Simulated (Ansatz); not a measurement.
## ZrC under changes of volume

One of the cells (13.228 Å³/atom); the others are scaled copies at fixed shape and fractional positions:

```
Zr C
1.0
     0.00000    2.36500    2.36500
     2.36500    0.00000    2.36500
     2.36500    2.36500    0.00000
Zr C
1 1
Direct
  0.50000 0.50000 0.50000
  0.00000 0.00000 0.00000
```

```yaml
Program: Ansatz 0.2.0
Functional: HSE06
Potentials_or_basis: Ansatz PAW
Cutoff: "420 eV (not typed: the program's choice for these potentials)"
k_mesh: 6 × 6 × 6
Occupations: fermi-dirac, width 0.05 eV
Spin: no spin polarisation
```

```csv
volume (Å³/atom),energy over the lowest point (meV/atom),pressure (GPa)
12.434,12.46,9.3
12.699,1.84,3.8
12.963,0.00,-1.2
13.228,5.97,-5.8
13.493,19.03,-9.8
13.757,?,?
14.022,63.69,-16.8
```

Problem. What does the run at 13.757 Å³/atom give?

Solution. Energy over the lowest point 38.52 meV/atom; pressure -13.5 GPa.

Worked out: A Birch-Murnaghan fit of order 3 (a polynomial in V^(-2/3)) to the other rows has its minimum at 12.89 Å³/atom with B0 = V·E''(V) = 238 GPa and B' = 4.0. It gives 38.44 meV/atom at 13.757 Å³/atom, against the run's 38.52, and -dE/dV = -13.6 GPa, against -13.5.

Energies are extrapolated to zero smearing.

Caveats: all runs use coarse meshes; the PAW data sets come from PBE, with cores solved anew for the run's functional, which leaves a small shift of forces and pressure; the thresholds are loose for stress.
